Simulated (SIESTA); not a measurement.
Pb:

```
Pb
1.0
     0.00000    2.47502    2.47502
     2.47502    0.00000    2.47502
     2.47502    2.47502    0.00000
Pb
1
Cartesian
  0.0000 0.0000 0.0000
```

Program: SIESTA 5.4.2. Alike in all runs: task band structure; cell as given; smearing fermi-dirac 0.05 eV; grid cutoff 500 Ry; energy shift 0.003 Ry. Hardware: 1 thread of Arm Neoverse V2 (shared host).

Order these runs on this cell by their wall time, lowest first.
A. level PBE; potentials or basis PseudoDojo 0.4 standard (PBE files, fully relativistic), DZP (energy shift 0.003 Ry; two zetas on semicore shells); spin non-collinear, zero start, SOC; k mesh 7 × 7 × 7
B. level PBE; potentials or basis PseudoDojo 0.4 standard (PBE files), DZ (energy shift 0.003 Ry; two zetas on semicore shells); spin off; k mesh 9 × 9 × 9
C. level AM05; potentials or basis PseudoDojo 0.4 standard (PBEsol files), DZP (energy shift 0.003 Ry; two zetas on semicore shells); spin off; k mesh 9 × 9 × 9

B (6.6 s), C (16 s), A (43 s).

Caveats: the basis has no polarisation orbitals (some runs).
